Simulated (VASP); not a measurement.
# MgS (Niningerite): electric field gradients with HSE06+TS

Crystal: MgS (Niningerite).

```xyz
2
Lattice="0.0000 2.6016 2.6016 2.6016 0.0000 2.6016 2.6016 2.6016 0.0000" Properties=species:S:1:pos:R:3 pbc="T T T"
S     2.5816    2.5740    2.6341
Mg    0.0299   -0.0511    0.0237
```

The cell isn't the ideal one: atoms moved at random, drawn with an rms of 0.1 Å.

```yaml
Program: VASP 6.6.1
Task: electric field gradients
Functional: HSE06
Dispersion: TS
Potentials_or_basis: VASP PAW PBE potentials, release 64 (S, Mg)
Cutoff: 500 eV
k_mesh: 5 × 5 × 5
Occupations: gaussian, width 0.05 eV
Spin: no spin polarisation
Grid_for_exact_exchange_PRECFOCK: Fast
Screening_parameter: 0.2 1/A
Further_INCAR_settings: ALGO = Normal; EDIFF = 1e-08
```

```yaml
Pressure: -2.9 GPa
Largest_force: 0.153 eV/Å
Band_gap_on_the_k_mesh: 4.21 eV, indirect (least direct gap 4.82 eV)
Hirshfeld_charges: S -0.27; Mg +0.27 e
Dispersion_energy_per_atom: -0.280 eV
```

Forces on the atoms (eV/Å):
```
S    0.137 -0.063 -0.023
Mg  -0.137  0.063  0.023
```

Stress tensor (GPa, compression positive):
```
-2.76  0.01  0.00
 0.01 -3.00  0.00
 0.00  0.00 -3.06
```

Levels at points of the mesh, in eV from the valence-band top:
| k point | band 1 | band 2 | band 3 | band 4 | band 5 | band 6 | band 7 | band 8 |
| --- | --- | --- | --- | --- | --- | --- | --- | --- |
| (0.00, 0.00, 0.00) | -13.97 | -0.01 | 0.00 | 0.00 | 4.82 | 9.13 | 9.13 | 9.13 |

Electric field gradients, principal values (V/Å²):
| atom | Vxx | Vyy | Vzz |
| --- | --- | --- | --- |
| 1 S | 0.105 | 0.206 | -0.311 |
| 2 Mg | 0.107 | 0.194 | -0.301 |

Run time: 9.9 min on 1 thread of Intel(R) Xeon(R) Platinum 8259CL CPU @ 2.50GHz (Skylake/Cascade Lake), on a shared host, peak memory 0.28 GiB.

Caveat: the PAW data sets were made with another functional, which shifts forces and pressure a little; an odd mesh through Γ misses points on the zone boundary, where band edges often lie.
